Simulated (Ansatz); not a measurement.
Input, command and steps of an Ansatz relaxation.

```yaml
crystal:
  lattice:
    - [2.51, 0.0, 0.0]
    - [-1.255, 2.1737237635, 0.0]
    - [0.0, 0.0, 6.69]
  atoms:
    - { symbol: B, position: [0.0, 0.0, 0.5] }
    - { symbol: B, position: [0.3333333333, 0.6666666667, 0.0] }
    - { symbol: "N", position: [0.0, 0.0, 0.0] }
    - { symbol: "N", position: [0.6666666667, 0.3333333333, 0.5] }
basis:
  ecutwfc: 420
kpoints:
  mp_grid: { grid: [12, 12, 4] }
hamiltonian:
  xc: pbe
  dispersion: d3bj
scf:
  occupations: { method: gaussian, width: 0.02 }
output:
  forces: true
  stress: true
  eigenvalues: true
  write_density: true
  write_potential: true
  elf: true
  volumetric_format: npy
relax:
  adjacent_minimum: "off"
  f_tol: 0.005
  max_steps: 80
  cell: { stress_tol: 0.05 }
```

```bash
ansatz run input.yaml --threads 1 --pin off --max-ram 2560MiB --backend cpu --events-out ev --progress --plain --runs-dir out
```

The calculation used DFT PBE+D3(BJ), scalar-relativistic, plane waves, PAW (Ansatz).

Of 6 frames 6 are shown, positions in Å and forces in eV/Å; the SCF threshold varies from step to step. Steps run on the plane waves of an earlier cell, with a Pulay correction in the pressure. The basis is chosen afresh for the last frame, the zero of the energies, and at times for earlier ones too; energy and pressure step there, also at an unchanged geometry.

```xyz
4
Lattice="2.5100 0.0000 0.0000 -1.2550 2.1737 0.0000 0.0000 0.0000 6.6900" Properties=species:S:1:pos:R:3:forces:R:3 pbc="T T T" step=1 free_energy_over_end_meV_per_atom=0.31 pressure_GPa=-1.20
B     0.0000    0.0000    3.3450    0.0000    0.0000    0.0000
B     0.0000    1.4491    0.0000    0.0000    0.0000    0.0000
N     0.0000    0.0000    0.0000    0.0000    0.0000    0.0000
N     1.2550    0.7246    3.3450    0.0000    0.0000    0.0000
4
Lattice="2.5076 0.0000 0.0000 -1.2538 2.1716 0.0000 0.0000 0.0000 6.6354" Properties=species:S:1:pos:R:3:forces:R:3 pbc="T T T" step=2 free_energy_over_end_meV_per_atom=-0.29 pressure_GPa=-0.42
B     0.0000    0.0000    3.3177    0.0000    0.0000    0.0000
B     0.0000    1.4478    0.0000    0.0000    0.0000    0.0000
N     0.0000    0.0000    0.0000    0.0000    0.0000    0.0000
N     1.2538    0.7239    3.3177    0.0000    0.0000    0.0000
4
Lattice="2.5063 0.0000 0.0000 -1.2532 2.1705 0.0000 0.0000 0.0000 6.6191" Properties=species:S:1:pos:R:3:forces:R:3 pbc="T T T" step=3 free_energy_over_end_meV_per_atom=-0.43 pressure_GPa=-0.01
B     0.0000    0.0000    3.3096    0.0000    0.0000    0.0000
B     0.0000    1.4470    0.0000    0.0000    0.0000    0.0000
N     0.0000    0.0000    0.0000    0.0000    0.0000    0.0000
N     1.2532    0.7235    3.3096    0.0000    0.0000    0.0000
4
Lattice="2.5063 0.0000 0.0000 -1.2532 2.1705 0.0000 0.0000 0.0000 6.6191" Properties=species:S:1:pos:R:3:forces:R:3 pbc="T T T" step=4 free_energy_over_end_meV_per_atom=0.04 pressure_GPa=-0.09
B     0.0000    0.0000    3.3096    0.0000    0.0000    0.0000
B     0.0000    1.4470    0.0000    0.0000    0.0000    0.0000
N     0.0000    0.0000    0.0000    0.0000    0.0000    0.0000
N     1.2532    0.7235    3.3096    0.0000    0.0000    0.0000
4
Lattice="2.5061 0.0000 0.0000 -1.2531 2.1704 0.0000 0.0000 0.0000 6.5974" Properties=species:S:1:pos:R:3:forces:R:3 pbc="T T T" step=5 free_energy_over_end_meV_per_atom=-0.10 pressure_GPa=-0.01
B     0.0000    0.0000    3.2987    0.0000    0.0000    0.0000
B     0.0000    1.4469    0.0000    0.0000    0.0000    0.0000
N     0.0000    0.0000    0.0000    0.0000    0.0000    0.0000
N     1.2531    0.7235    3.2987    0.0000    0.0000    0.0000
4
Lattice="2.5061 0.0000 0.0000 -1.2531 2.1704 0.0000 0.0000 0.0000 6.5974" Properties=species:S:1:pos:R:3:forces:R:3 pbc="T T T" step=6 free_energy_over_end_meV_per_atom=0.00 pressure_GPa=-0.02
B     0.0000    0.0000    3.2987    0.0000    0.0000    0.0000
B     0.0000    1.4469    0.0000    0.0000    0.0000    0.0000
N     0.0000    0.0000    0.0000    0.0000    0.0000    0.0000
N     1.2531    0.7235    3.2987    0.0000    0.0000    0.0000
```

It took 18 s on 1 thread of Arm Neoverse V1, with other jobs on the host, peak memory 0.32 GiB.